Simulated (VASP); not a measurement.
# WSe2 in VASP: notebook

One sheet, WSe2, is run at these levels: PBEsol, HSE06; tasks: work function.

Program: VASP 6.6.1. These are calculated values, not measurements. Logs are shortened: lines on timing, memory, paths and dates and some standing lists are left out, and cuts for length are marked.

## Step 1: The sheet as given

The cell holds a sheet with vacuum, 3 atoms: a = 3.304 Å, b = 3.304 Å, c = 19.360 Å, α = 90.00°, β = 90.00°, γ = 120.00°.

The cell was built by a generator and needn't be a form met in nature.

## Step 2: Work function, PBEsol

The input, INCAR:

```
SYSTEM = WSe2
ALGO     = Normal         ! electronic algorithm
DIPOL    = 0.5 0.5 0.500
EDIFF    = 1E-6           ! SCF threshold, eV
ENCUT    = 520            ! plane-wave cutoff, eV
GGA      = PS             ! functional
IDIPOL   = 3            
ISIF     = 2              ! what is computed and relaxed
ISMEAR   = 0              ! smearing method
KPAR     = 4            
LASPH    = .True.         ! aspherical terms in the spheres
LCHARG   = .True.         ! write CHGCAR
LDIPOL   = .True.       
LREAL    = .False.        ! projectors in reciprocal space
LVACPOTAV= .True.       
LVHAR    = .True.       
LWAVE    = .False.        ! write WAVECAR
NELM     = 100            ! most SCF steps
PREC     = Accurate       ! precision mode
SIGMA    = 0.03           ! smearing width, eV
```

The input, KPOINTS:

```
k-points
0
Gamma
  12 12 1
  0 0 0
```

The input, POSCAR:

```
WSe2                                    
1.0
    3.3039886887      0.0000000000      0.0000000000
   -1.6519943444      2.8613381358      0.0000000000
    0.0000000000      0.0000000000     19.3600000000
  Se              W             
     2     1
Direct
     0.6666669999999968    0.3333330000000032    0.4138853156501434
     0.6666669999999968    0.3333330000000032    0.5861146843498566
     0.3333330000000032    0.6666669999999968    0.5000000000000000
```

Potentials or basis: VASP PAW PBE potentials, release 64 (Se, W_sv).

Launch:

```sh
cat potpaw_PBE.64/Se/POTCAR potpaw_PBE.64/W_sv/POTCAR > POTCAR
mpirun -np 4 vasp_std > vasp.out
```

OUTCAR:

```text
SYSTEM = WSe2
   EDIFF = 1E-6
   ENCUT = 520
   GGA = PS
   ISIF = 2
   ISMEAR = 0
   LASPH = .True.
   LREAL = .False.
   NELM = 100
   PREC = Accurate

 ion  position               nearest neighbor table
   1  0.667  0.333  0.414-   3 2.53   3 2.53   3 2.53
   2  0.667  0.333  0.586-   3 2.53   3 2.53   3 2.53
   3  0.333  0.667  0.500-   1 2.53   2 2.53   1 2.53   2 2.53   1 2.53   2 2.53

  LATTYP: Found a hexagonal cell.
 ALAT       =     3.3039886887
 C/A-ratio  =     5.8595842250

  Lattice vectors:

 A1 = (   3.3039886887,   0.0000000000,   0.0000000000)
 A2 = (  -1.6519943444,   2.8613381358,   0.0000000000)
 A3 = (   0.0000000000,   0.0000000000,  19.3600000000)

Analysis of symmetry for initial positions (statically):
=====================================================================
 Subroutine PRICEL returns:
 Original cell was already a primitive cell.

 Routine SETGRP: Setting up the symmetry group for a
 hexagonal supercell.

 Subroutine GETGRP returns: Found 12 space group operations
 (whereof 12 operations were pure point group operations)
 out of a pool of 24 trial point group operations.

The static configuration has the point symmetry D_3h.

Analysis of symmetry for dynamics (positions and initial velocities):
=====================================================================
 Subroutine PRICEL returns:
 Original cell was already a primitive cell.

 Routine SETGRP: Setting up the symmetry group for a
 hexagonal supercell.

 Subroutine GETGRP returns: Found 12 space group operations
 (whereof 12 operations were pure point group operations)
 out of a pool of 24 trial point group operations.

The dynamic configuration has the point symmetry D_3h.

 Subroutine INISYM returns: Found 12 space group operations
 (whereof 12 operations are pure point group operations),
 and found     1 'primitive' translations

----------------------------------------------------------------------------------------

                                     Primitive cell

  volume of cell :     183.0261

  direct lattice vectors                    reciprocal lattice vectors
     3.303988689  0.000000000  0.000000000     0.302664474  0.174743416  0.000000000
    -1.651994344  2.861338136  0.000000000     0.000000000  0.349486832  0.000000000
     0.000000000  0.000000000 19.360000000     0.000000000  0.000000000  0.051652893

  length of vectors
     3.303988689  3.303988687 19.360000000     0.349486832  0.349486832  0.051652893

  position of ions in fractional coordinates (direct lattice)
     0.666667000  0.333333000  0.413885316
     0.666667000  0.333333000  0.586114684
     0.333333000  0.666667000  0.500000000

  ion indices of the primitive-cell ions
   primitive index   ion index
                 1           1
                 2           2
                 3           3

----------------------------------------------------------------------------------------

 KPOINTS: k-points

Automatic generation of k-mesh.
 Grid dimensions read from file:
 generate k-points for:   12   12    1

 Generating k-lattice:

  Cartesian coordinates                     Fractional coordinates (reciprocal lattice)
     0.025222040  0.014561951  0.000000000     0.083333333  0.000000000  0.000000000
     0.000000000  0.029123903  0.000000000     0.000000000  0.083333333  0.000000000
     0.000000000  0.000000000  0.051652893     0.000000000  0.000000000  1.000000000

  Length of vectors
     0.029123903  0.029123903  0.051652893

  Shift w.r.t. Gamma in fractional coordinates (k-lattice)
     0.000000000  0.000000000  0.000000000

 Subroutine IBZKPT returns following result:
 ===========================================

 Found     19 irreducible k-points:

 Following reciprocal coordinates:
            Coordinates               Weight
  0.000000  0.000000  0.000000      1.000000
  0.083333  0.000000  0.000000      6.000000
  0.166667  0.000000  0.000000      6.000000
  0.250000 -0.000000  0.000000      6.000000
  0.333333  0.000000  0.000000      6.000000
  0.416667 -0.000000  0.000000      6.000000
[... 11 lines left out ...]
  0.333333  0.250000  0.000000     12.000000
  0.333333  0.333333  0.000000      2.000000
   k-points           NKPTS =     19   k-points in BZ     NKDIM =     19   number of bands    NBANDS=     17
   number of dos      NEDOS =    301   number of ions     NIONS =      3
   total plane-waves  NPLWV = 112896
   dimension x,y,z NGX =    28 NGY =   28 NGZ =  144
   dimension x,y,z NGXF=    56 NGYF=   56 NGZF=  288
   ions per type =               2   1
   NGX,Y,Z   is equivalent  to a cutoff of  14.09, 14.09, 12.37 a.u.
   NGXF,Y,Z  is equivalent  to a cutoff of  28.18, 28.18, 24.73 a.u.
 SYSTEM =  WSe2
   PREC   = accura    normal or accurate (medium, high low for compatibility)
   ISTART =      0    job   : 0-new  1-cont  2-samecut
   ICHARG =      2    charge: 1-file 2-atom 10-const
   ISPIN  =      1    spin polarized calculation?
   LNONCOLLINEAR =      F non collinear calculations
   LSORBIT =      F    spin-orbit coupling
   LASPH  =      T    aspherical Exc in radial PAW
   ENCUT  =  520.0 eV  38.22 Ry    6.18 a.u.   6.14  6.14 36.00*2*pi/ulx,y,z
   NELM   =    100;   NELMIN=  2; NELMDL= -5     # of ELM steps
   EDIFF  = 0.1E-05   stopping-criterion for ELM
   LREAL  =      F    real-space projection
   EDIFFG = 0.1E-04   stopping-criterion for IOM
   NSW    =      0    number of steps for IOM
   IBRION =     -1    ionic relax: 0-MD 1-quasi-New 2-CG
   NFREE  =      0    steps in history (QN), initial steepest desc. (CG)
   ISIF   =      2    stress and relaxation
   ISYM   =      2    0-nonsym 1-usesym 2-fastsym
   POTIM  = 0.5000    time-step for ionic-motion
   TEBEG  =    0.0;   TEEND  =   0.0 temperature during run
   PSTRESS=    0.0 pullay stress
   NELECT =      26.0000    total number of electrons
   NUPDOWN=      -1.0000    fix difference up-down
   EMIN   =  10.00;   EMAX   =-10.00  energy-range for DOS
   EFERMI =   0.00;   METHOD = LEGACY
   ISMEAR =     0;   SIGMA  =   0.03  broadening in eV -4-tet -1-fermi 0-gaus
   EFERMI_NEDOS =   21; number of points for ismear=-14 and -15
   IALGO  =     38    algorithm
   IMIX   =      4    mixing-type and parameters
     AMIX     =   0.40;   BMIX     =  1.00
     AMIX_MAG =   1.60;   BMIX_MAG =  1.00
  volume/ion in A,a.u.               =      61.01       411.71
  Fermi-wavevector in a.u.,A,eV,Ry     =   0.854204  1.614211  9.927687  0.729664
  Thomas-Fermi vector in A             =   1.970764
   LORBIT       =      0    0 simple, 1 ext, 2 COOP (PROOUT), +10 PAW based schemes
   GGA     = PS    functional components
   LHFCALC =     F    Hartree Fock is set to
   AEXX    =    0.0000 exact exchange contribution
   IVDW    =     0    specifies the selected vdW correction
   LEPSILON=     F    determine dielectric tensor
   LRPA    =     F    only Hartree local field effects (RPA)
 non-spin polarized calculation
 Gauss-broadening in eV      SIGMA  =   0.03
  energy-cutoff  :      520.00
  volume of cell :      183.03
 maximum number of plane-waves:      4974
 NGX is ok and might be reduce to    28
   NGX = 13   NGY = 13   NGZ = 71

 dipolmoment           0.000000      0.000000     -0.000000 electrons x Angstroem

 number of electron      25.9999999 magnetization

 dipolmoment           0.000000      0.000000      0.000000 electrons x Angstroem

 Free energy of the ion-electron system (eV)
  ---------------------------------------------------
  ext. energy  EPLUGINS =         0.00000000
  ---------------------------------------------------
  free energy    TOTEN  =       -23.22729374 eV

  energy without entropy =      -23.22729374  energy(sigma->0) =      -23.22729374

 E-fermi :  -1.2101     XC(G=0):  -4.1328

 val. band max:       -1.5178369496   @ k =   0.3333   0.3333   0.0000
 cond. band min:       0.0507491420   @ k =   0.3333   0.3333   0.0000
 fundamental gap:      1.5685860916
 Fermi energy:        -1.2101493582

 k-point     1 :       0.0000    0.0000    0.0000
  band No.  band energies     occupation
      1     -75.5055      2.00000
      2     -39.7445      2.00000
      3     -39.6259      2.00000
      4     -39.6258      2.00000
      5     -16.2990      2.00000
      6     -15.0075      2.00000
[... 9 lines left out ...]
     16       1.6535      0.00000
     17       1.6535      0.00000

 k-point     2 :       0.0833    0.0000    0.0000
  band No.  band energies     occupation
      1     -75.5049      2.00000
      2     -39.7416      2.00000
      3     -39.6411      2.00000
      4     -39.6294      2.00000
      5     -16.1952      2.00000
      6     -14.9563      2.00000
[... 9 lines left out ...]
     16       1.5154      0.00000
     17       1.6344      0.00000

 k-point     3 :       0.1667    0.0000    0.0000
  band No.  band energies     occupation
      1     -75.5031      2.00000
      2     -39.7337      2.00000
      3     -39.6825      2.00000
      4     -39.6391      2.00000
      5     -15.8978      2.00000
      6     -14.8099      2.00000
[... 9 lines left out ...]
     16       1.2032      0.00000
     17       2.0473      0.00000

 k-point     4 :       0.2500   -0.0000    0.0000
  band No.  band energies     occupation
      1     -75.5007      2.00000
      2     -39.7385      2.00000
      3     -39.7228      2.00000
      4     -39.6524      2.00000
      5     -15.4507      2.00000
      6     -14.5923      2.00000
[... 9 lines left out ...]
     16       1.2645      0.00000
     17       2.4599      0.00000
[... 243 lines left out ...]
      1     -75.4958      2.00000
      2     -39.8077      2.00000
      3     -39.7208      2.00000
      4     -39.7011      2.00000
      5     -14.3562      2.00000
      6     -14.0638      2.00000
[... 9 lines left out ...]
     16       1.4429      0.00000
     17       3.0861      0.00000

 k-point    18 :       0.3333    0.2500    0.0000
  band No.  band energies     occupation
      1     -75.4949      2.00000
      2     -39.8105      2.00000
      3     -39.7431      2.00000
      4     -39.6971      2.00000
      5     -14.1137      2.00000
      6     -13.9469      2.00000
[... 9 lines left out ...]
     16       1.7281      0.00000
     17       3.2549      0.00000

 k-point    19 :       0.3333    0.3333    0.0000
  band No.  band energies     occupation
      1     -75.4946      2.00000
      2     -39.7934      2.00000
      3     -39.7696      2.00000
      4     -39.6956      2.00000
      5     -14.0262      2.00000
      6     -13.9010      2.00000
[... 9 lines left out ...]
     16       2.0252      0.00000
     17       3.4551      0.00000

------------------------ aborting loop because EDIFF is reached ----------------------------------------

  FORCE on cell =-STRESS in cart. coord.  units (eV):
  Direction    XX          YY          ZZ          XY          YZ          ZX
  --------------------------------------------------------------------------------------
  -------------------------------------------------------------------------------------
  Total       -0.9121671     -0.9121671     -0.2391902      0.0000000      0.0000000      0.0000000
  in kB       -7.9849447     -7.9849447     -2.0938273      0.0000000      0.0000000      0.0000000
  external PRESSURE =      -6.0212389 kB  Pullay stress =       0.0000000 kB

 VOLUME and BASIS-vectors are now :
 -----------------------------------------------------------------------------
  energy-cutoff  :      520.00
  volume of cell :      183.03
      direct lattice vectors                 reciprocal lattice vectors
     3.303988689  0.000000000  0.000000000     0.302664474  0.174743416  0.000000000
    -1.651994344  2.861338136  0.000000000     0.000000000  0.349486832  0.000000000
     0.000000000  0.000000000 19.360000000     0.000000000  0.000000000  0.051652893

 POSITION                                       TOTAL-FORCE (eV/Angst)
 -----------------------------------------------------------------------------------
      1.65200      0.95378      8.01282        -0.000000      0.000000      0.068541
      1.65200      0.95378     11.34718        -0.000000      0.000000     -0.068541
     -0.00000      1.90756      9.68000         0.000000     -0.000000      0.000000
 -----------------------------------------------------------------------------------
    total drift:                                0.000791     -0.000457      0.000000

  FREE ENERGIE OF THE ION-ELECTRON SYSTEM (eV)
  ---------------------------------------------------
  free  energy   TOTEN  =       -23.2272937395 eV

  energy  without entropy=      -23.2272937395  energy(sigma->0) =      -23.22729374

 vacuum level on the upper side and lower side of the slab         3.654         3.654
```

Run time: 32 s. Hardware: 4 MPI ranks of Intel Xeon Platinum 8559C (Emerald Rapids), shared host; peak memory 0.35 GiB.

What came out:

```
Free energy                            : -23.2273 eV
Largest force                          : 0.069 eV/Å
Band gap on the k mesh                 : 1.57 eV, direct
Ionisation potential of the upper face : 5.17 eV
```

Forces in eV/Å, atoms in the order of the input:
```
Se   0.000  0.000  0.069
Se   0.000  0.000 -0.069
W    0.000  0.000  0.000
```

Caveat: the PAW data sets were made with another functional, which shifts forces and pressure a little; spin-orbit coupling is left out, which moves the levels of the heavy elements.

[end of part 1 of 3]
